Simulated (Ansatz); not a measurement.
Wurtzite BeO, treated with r²SCAN+rVV10 in Ansatz (plane waves, PAW).

Run with plane-wave cutoff 560 eV, 18×18×8 k mesh (along the axes of the cell as run), Fermi–Dirac smearing 0.01 eV, scalar-relativistic PAW data made under PBE.

Computed at the level's own relaxed cell.

```xyz
4
Lattice="1.3432 -2.3265 0.0000 1.3432 2.3265 0.0000 0.0000 0.0000 4.3638" Properties=species:S:1:pos:R:3 pbc="T T T"
Be     1.3432    -0.7755     2.1827
Be     1.3432     0.7755     0.0008
O      1.3432    -0.7755     3.8307
O      1.3432     0.7755     1.6488
```

Task: List the 10 lowest band energies at Γ above −25 eV (eV, relative to the valence band maximum), grouping those that round alike.

Result: At Γ: -19.78, -17.94, -6.41, -1.04 (×2), -0.04 (×2), 0.00, 8.54, 12.77.

Ansatz is a program for electronic structure.
